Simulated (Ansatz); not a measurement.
# Zn in Ansatz: the effect of functional

Crystal: Zn.

```
Zn
1.0
     0.00000    1.96478    1.96478
     1.96478    0.00000    1.96478
     1.96478    1.96478    0.00000
Zn
1
Direct
  0.00000 0.00000 0.00000
```

This isn't the form of Zn at room conditions, which is hcp.

Alike in all runs:

| Quantity | Value |
| --- | --- |
| Program | Ansatz 0.2.0 |
| Task | band structure |
| Potentials or basis | Ansatz PAW |
| k mesh | 12 × 12 × 12 |
| Occupations | fermi-dirac, width 0.05 eV |
| Spin | no spin polarisation |

```tsv
functional	cutoff	pressure (GPa)
LDA	420 eV (not typed: the program's choice for these potentials)	-8.5
PBE	420 eV (not typed: the program's choice for these potentials)	-0.2
PBEsol	420 eV (not typed: the program's choice for these potentials)	-5.2
RPBE	420 eV (not typed: the program's choice for these potentials)	2.9
revPBE	420 eV (not typed: the program's choice for these potentials)	2.0
BLYP	420 eV (not typed: the program's choice for these potentials)	?
r2SCAN	500 eV (not typed: the program's choice for these potentials)	-4.6
```

Question: What does the run with functional BLYP give?

Answer: Pressure 6.0 GPa.

Caveats: the PAW data sets come from PBE, with cores solved anew for the run's functional, which leaves a small shift of forces and pressure (some runs).
